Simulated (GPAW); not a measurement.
# zinc-blende (ZnSe)₁₋ₓ(BeSe)ₓ at x = 0.125: the Se K absorption edge, part 3 of 3

Aim: the Se K edge in zinc-blende (ZnSe)₁₋ₓ(BeSe)ₓ at x = 0.125, one member of a composition series.

GPAW 26.7.0; X-ray absorption from dipole matrix elements to empty bands, plane-wave PAW LDA.

So far. Step 5 (Spectrum with XCH, Se atom 2): Main maxima below 28 eV (height): 4.6 eV (1.52), 15.2 eV (0.88), 22.8 eV (0.88) and 27.0 eV (0.94). A K edge sees empty p states on the absorber. Step 5 (Spectrum with XCH, Se atom 2): The energy difference (zero at 12672 eV) isn't read as a photon energy: for so heavy an absorber the terms left out (the hole's spin, the functional's error) amount to tens of eV or more.

## (7) Spectrum with XCH, Zn atom 3

The holes are 7.9 Å apart. The excited electron is kept in the cell, where it fills the lowest empty states and screens the hole. After the field has converged, empty bands are computed with the density fixed and the dipole matrix elements are summed.

The absorber has 2 Se at 2.43 Å and 2 Se at 2.46 Å (tetrahedral).

xas.py reads:

```python
import numpy as np
from ase import Atoms
from ase.parallel import parprint, paropen
from gpaw import GPAW, PW, FermiDirac, Mixer, MixerDif, setup_paths
from gpaw.test import gen
setup_paths.insert(0, '.')
gen('Zn', name='fch1s', xcname='LDA', corehole=(1, 0, 1), write_xml=True)
from gpaw.mpi import world
world.barrier()

atoms = Atoms('BeSeZnSeZnSeZnSeZnSeZnSeZnSeZnSe',
    cell=[[0, 5.601875, 5.601875],
     [5.601875, 0, 5.601875],
     [5.601875, 5.601875, 0]],
    scaled_positions=[[0.9999893, 0.0008973, 0.9986077],
     [0.1188553, 0.1201596, 0.1179792],
     [0.0011526, 0.0026404, 0.4983719],
     [0.1201926, 0.1203673, 0.6416728],
     [0.0001742, 0.5014105, 0.9995717],
     [0.1204623, 0.643722, 0.117607],
     [0.0018818, 0.5012523, 0.4981025],
     [0.1255573, 0.6269917, 0.624187],
     [0.498865, 0.9999541, 0.9994117],
     [0.6429673, 0.1190175, 0.1179357],
     [0.5010249, 0.999517, 0.4983696],
     [0.6256018, 0.1247403, 0.6240841],
     [0.5010821, 0.4994252, 0.0001193],
     [0.6249063, 0.6247046, 0.1263605],
     [0.4999407, 0.4991858, 0.5014815],
     [0.6263522, 0.6243133, 0.6247876]],
    pbc=True)
atoms.calc = calc = GPAW(legacy_gpaw=True, mode=PW(400, force_complex_dtype=True), xc='LDA', setups={2: 'fch1s'},
    kpts={'size': (3, 3, 3), 'gamma': True}, occupations=FermiDirac(0.04),
    charge=-1, mixer=Mixer(0.1, 5, 50), maxiter=150,
    convergence={'density': 0.0001, 'eigenstates': 1e-6}, txt='scf.txt')
energy = atoms.get_potential_energy() + calc.get_reference_energy()
ef = calc.get_fermi_level()
out = dict(energy=energy, fermi=ef, forces=atoms.get_forces().tolist())
parprint(f'all-electron energy {energy:.4f} eV, Fermi level {ef:.4f} eV')
ev = np.array([[calc.get_eigenvalues(k, s) for k in range(len(calc.get_ibz_k_points()))] for s in range(calc.get_number_of_spins())])
out['homo'], out['lumo'], out['counts'] = ev[ev < ef].max(), ev[ev > ef].min(), sorted(set((ev < ef).sum((0, 2)).tolist()))
out['filled'] = (ev[:, 0] < ef).sum(1).tolist()

from ase.units import Ha
from gpaw.xas import dipole_matrix_elements
nb = int(calc.get_number_of_electrons() / 2) + 180
top, nb = nb, nb + 8 + nb // 12
nscf = calc.fixed_density(kpts={'size': (4, 4, 4), 'gamma': True}, nbands=nb,
    convergence={'bands': top, 'eigenstates': 5e-3}, maxiter=60, txt='nscf.txt')
cell = atoms.cell.array
ops = [cell.T @ U.T @ np.linalg.inv(cell.T) for U in nscf.wfs.kd.symmetry.op_scc]
filled = [67]  # bands filled in the ground state, by spin
E = np.arange(-6, 30, 0.1)
fwhm = np.interp(E, [4, 25], [1.67, 3.5])
Y, X, zero, highest = 0, 0, 1e9, 1e9
for spin in range(nscf.get_number_of_spins()):
    wfs = nscf.wfs
    mine = wfs.bd.get_slice()  # this rank's bands
    A = dipole_matrix_elements(wfs.setups[2])
    eps = np.zeros((wfs.kd.nibzkpts, nb))
    d = np.zeros((3, A.shape[1], wfs.kd.nibzkpts, nb), complex)
    for kpt in wfs.kpt_u:
        if kpt.s == spin and 2 in kpt.P_ani:
            eps[kpt.k, mine] = kpt.eps_n * Ha
            d[:, :, kpt.k, mine] = (kpt.weight * wfs.nspins / 2) ** 0.5 * np.inner(A, kpt.P_ani[2])
    world.sum(eps)
    world.sum(d)
    T = np.einsum('amkn,bmkn->abkn', d, d.conj()).real
    T = sum(np.einsum('ai,ijkn,bj->abkn', R, T, R) for R in ops) / len(ops)
    empty = np.ones_like(eps, bool) & (np.arange(nb) >= filled[spin])
    zero, highest = min(zero, eps[empty].min()), min(highest, eps[:, top - 1].min())
    lines = [(eps, T, empty)] if spin == 0 else lines + [(eps, T, empty)]
for eps, T, empty in lines:
    f = np.einsum('aakn->akn', T).reshape(3, -1)
    x = eps.ravel() - zero
    w = np.interp(x, E, fwhm) / 2.35482
    g = np.exp(-0.5 * ((E[:, None] - x) / w) ** 2) / (w * (2 * np.pi) ** 0.5)
    Y = Y + (f * empty.ravel()) @ g.T
    X = X + (f * ~empty.ravel()) @ g.T
out.update(E=E.round(2).tolist(), xas=Y.tolist(), xes=X.tolist(), zero=zero, valid=highest - zero, nk=len(eps), nb=nb)
for i in range(0, len(E), 10):
    parprint(f'{E[i]:7.2f}', *(f'{v:10.3e}' for v in Y[:, i]))
import json
with paropen('out.json', 'w') as f:
    json.dump(out, f)
```

Started as:

```
$ OMP_NUM_THREADS=1 mpirun -n 4 gpaw python xas.py
```

Numbers of over 12 decimals in the logs are rounded to 6 here.

What it wrote:

```text
Input parameters:
  charge: -1
  convergence: {density: 0.0001,
                eigenstates: 1e-06}
  kpts: {gamma: True,
         size: (3, 3, 3)}
  maxiter: 150
  mixer: {backend: pulay,
          beta: 0.1,
          method: separate,
          nmaxold: 5,
          weight: 50}
  mode: {ecut: 400.0,
         force_complex_dtype: True,
         name: pw}
  occupations: {fixmagmom: False,
[...]
*d    :    -0.035193
--------------------------------

Diagonalizing with gridspacing h=0.050

state   all-electron     PAW
-------------------------------
4s:      -0.603317    -0.603615
4p:      -0.343743    -0.343956
3d:      -1.035193    -1.035651
*f:                   -0.018332
-------------------------------
all-electron energy -860434.2179 eV, Fermi level 6.2087 eV
[...]
28.00  1.547e-07  1.545e-07  1.526e-07
  29.00  1.536e-07  1.534e-07  1.547e-07
[key lines of the parts left out:]
Converged after 15 iterations.
Dipole moment: (-32.262621, -32.214001, -32.601625) |e|*Ang
Free energy:    -68.007598
Fermi level: 6.20868
```

The job ended after 4.2 min (4 MPI ranks of AMD EPYC 7B13 (Zen 3), shared host; peak memory 0.81 GiB).

The Zn K spectrum, Zn atom 3, excited-electron core hole (neutral cell) (energy from the bottom of the conduction band, which holds the excited electron; intensity scaled to a mean of 1 over the first 20 eV):

```
E (eV)  isotropic  ε ∥ x  ε ∥ z
  -2.0       0.00   0.00   0.00
  -1.4       0.00   0.00   0.00
  -0.8       0.00   0.00   0.00
  -0.2       0.02   0.01   0.02
   0.4       0.07   0.06   0.09
   1.0       0.21   0.18   0.26
   1.6       0.45   0.41   0.54
   2.2       0.77   0.71   0.88
   2.8       1.04   0.98   1.15
   3.4       1.27   1.23   1.35
   4.0       1.60   1.60   1.62
   4.6       1.92   1.96   1.85
   5.2       1.91   1.96   1.81
   5.8       1.59   1.61   1.54
   6.4       1.23   1.23   1.24
   7.0       1.03   1.03   1.04
   7.6       0.98   0.99   0.96
   8.2       0.99   1.01   0.94
   8.8       0.98   1.01   0.91
   9.4       0.94   0.97   0.86
  10.0       0.90   0.93   0.83
  10.6       0.92   0.95   0.87
  11.2       1.03   1.05   1.00
  11.8       1.18   1.18   1.19
  12.4       1.28   1.27   1.31
  13.0       1.28   1.26   1.31
  13.6       1.17   1.15   1.20
  14.2       1.03   1.02   1.06
  14.8       0.91   0.90   0.94
  15.4       0.82   0.80   0.85
  16.0       0.76   0.74   0.79
  16.6       0.73   0.72   0.76
  17.2       0.76   0.75   0.77
  17.8       0.80   0.80   0.81
  18.4       0.84   0.83   0.84
  19.0       0.82   0.82   0.83
  19.6       0.78   0.77   0.79
  20.2       0.73   0.73   0.74
  20.8       0.72   0.72   0.73
  21.4       0.75   0.75   0.74
  22.0       0.79   0.79   0.78
  22.6       0.82   0.83   0.80
  23.2       0.84   0.84   0.82
  23.8       0.84   0.84   0.82
  24.4       0.83   0.84   0.82
  25.0       0.84   0.84   0.82
  25.6       0.85   0.86   0.83
  26.2       0.86   0.88   0.84
  26.8       0.88   0.89   0.86
  27.4       0.89   0.90   0.88
  28.0       0.90   0.91   0.89
  28.6       0.90   0.90   0.90
```

Main maxima below 28 eV (height): 4.8 eV (1.97), 12.6 eV (1.29) and 18.6 eV (0.84). 

The total-energy difference is 9673.17 eV. One term is added: -30.82 eV, since the hole is spin-paired here and a spin-polarised one costs that much less in the free atom (computed apart). The photon energy is then 9642.35 eV. The tabulated edge of the element is 9659 eV. The functional leaves an error in such absolute values: in the free atom LDA prices this hole 19.1 eV below PBE (computed apart), and PBE is itself good to a few eV.

## (8) Results

| Quantity | Value |
| --- | --- |
| absorber and edge | Se K, atom 2 of the ground-state input (counted from 1) |
| surroundings | 1 Be at 2.31 Å, 2 Zn at 2.46 Å and 1 Zn at 2.47 Å (distorted tetrahedral) |
| highest intensity below 24 eV | 4.6 eV above the zero, height 1.52 |

In words: The Se K edge of atom 2, with 1 Be at 2.31 Å, 2 Zn at 2.46 Å and 1 Zn at 2.47 Å (distorted tetrahedral), has its highest intensity of the first 24 eV at 4.6 eV above the zero, 1.5 times the mean level of the first 20 eV (Gaussian full width 2.33 eV up to 4 eV, rising linearly to 3.5 eV at 25 eV). The script folds with a Gaussian, whereas the core hole's own line is a Lorentzian, so the onset is too steep and the first peak too high.

[Banner, clock and machine lines of the logs are left out without a mark of their own.]

[Logs are printed without paths, hosts, clocks, repeated set-up lines and the standing remarks that a program may print on its own settings, such as how far it seeks lower states.]

[Hosts, paths, dates, database ids (printed as entryN), source tags and the programs' standing remarks are cut or masked in the printed files.]

[Lists of maxima count a maximum above −3 eV only where it reaches 4 % of the highest in the window and stands out from its surroundings by 2 % of it (1.5 % where it reaches 55 %); shoulders and weaker maxima are passed over, and of the rest the first, up to two pre-edge ones and the few strongest are named.]
